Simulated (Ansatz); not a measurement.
# Sn: the cost of one run

Program: Ansatz 0.2.0. Level of theory: DFT PBE, scalar-relativistic, plane waves, PAW. These are calculated values, not measurements.

2 further runs of the same task are left out: 2 set aside as unsound or not needed.

## Step 1: The structure to begin with

Symmetry: I4/mmm, No. 139, tetragonal system. Conventional cell: a = 3.484 Å, b = 3.484 Å, c = 4.621 Å, α = 90.00°, β = 90.00°, γ = 90.00°. Around Sn (site symmetry 4/mmm) lie 12 Sn at 3.38 to 3.48 Å.

Structure file:

```cif
data_structure
_symmetry_space_group_name_H-M 'I4/mmm'
_symmetry_Int_Tables_number 139
_cell_length_a 3.4836
_cell_length_b 3.4836
_cell_length_c 4.6214
_cell_angle_alpha 90.000
_cell_angle_beta 90.000
_cell_angle_gamma 90.000
_cell_volume 56.08
loop_
_atom_site_label
_atom_site_type_symbol
_atom_site_symmetry_multiplicity
_atom_site_Wyckoff_symbol
_atom_site_fract_x
_atom_site_fract_y
_atom_site_fract_z
_atom_site_occupancy
Sn1 Sn 2 a 0.00000 0.00000 0.00000 1
```

This cell was relaxed beforehand with the same method: volume 28.04 Å³/atom, gap on the mesh none (metal).

## Step 2: Phonons at rest

File input.yaml:

```yaml
crystal:
  lattice:
    - [-1.7417753045, 1.7417753045, 2.3106794322]
    - [1.7417753045, -1.7417753045, 2.3106794322]
    - [1.7417753045, 1.7417753045, -2.3106794322]
  atoms:
    - { symbol: Sn, position: [0.0, 0.0, 0.0] }
basis:
  ecutwfc: 420
kpoints:
  mp_grid: { grid: [20, 20, 20] }
hamiltonian:
  xc: pbe
scf:
  occupations: { method: fermi_dirac, width: 0.15 }
output:
  eigenvalues: true
phonons:
  method: dfpt
  eigenvectors: true
  qmesh: [2, 2, 2]
  temperatures: { t_max: 1000, t_step: 100 }
  qpath:
    path:
      - [[0.0, 0.0, 0.0], [0.0, 0.0, 0.5], [0.25, 0.25, 0.25], [0.0, 0.5, 0.0], [0.0, 0.0, 0.0], [0.5, 0.5, -0.5], [0.39205119, 0.60794881, -0.39205119]]
      - [[-0.39205119, 0.39205119, 0.39205119], [0.0, 0.0, 0.0]]
      - [[0.0, 0.0, 0.5], [-0.28410238, 0.28410238, 0.5]]
      - [[0.5, 0.5, -0.28410238], [0.5, 0.5, -0.5]]
    npoints: 8
```

Command:

```bash
$ ansatz run input.yaml --threads 1 --pin off --max-ram 3072MiB --backend cpu --events-out ev --progress --plain --runs-dir out
```

What time and memory should one allow on 1 thread of Arm Neoverse V2, shared host?

About 5.3 min, with a peak of 1.7 GiB.
